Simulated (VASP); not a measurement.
Ta under changes of volume

One of the cells (18.137 Å³/atom); the others are scaled copies at fixed shape and fractional positions:

```
Ta
1.0
     2.86301    0.00000    0.00000
    -1.43151    2.47944    0.00000
     0.00000    0.00000    5.10986
Ta
2
Cartesian
  0.0000 1.6530 1.2775
  1.4315 0.8265 3.8324
```

This isn't the form of Ta at room conditions, which is bcc.

| Item | Value |
| --- | --- |
| Program | VASP 6.6.1 |
| Functional | PBEsol |
| Potentials or basis | VASP PAW PBE potentials, release 64 (Ta_pv) |
| Cutoff | 520 eV |
| k mesh | 10 × 10 × 4 |
| Occupations | fermi-dirac, width 0.05 eV |
| Spin | no spin polarisation |

| volume (Å³/atom) | energy over the lowest point (meV/atom) | pressure (GPa) |
| --- | --- | --- |
| 17.411 | 19.71 | 9.0 |
| 17.774 | 4.72 | 4.3 |
| 18.137 | 0.00 | 0.0 |
| 18.499 | 4.55 | -3.9 |
| 18.862 | ? | ? |

**Question.** What does the run at 18.862 Å³/atom give?

**Answer.** Energy over the lowest point 17.48 meV/atom; pressure -7.4 GPa.

Worked out: A Birch-Murnaghan fit of order 2 (a polynomial in V^(-2/3)) to the other rows has its minimum at 18.13 Å³/atom with B0 = V·E''(V) = 205 GPa at fixed shape and positions, which overstates the stiffness. It gives 17.51 meV/atom at 18.862 Å³/atom, against the run's 17.48, and -dE/dV = -7.5 GPa, against -7.4.

Energies are extrapolated to zero smearing.

Caveats: the PAW data sets were made with another functional, which shifts forces and pressure a little.
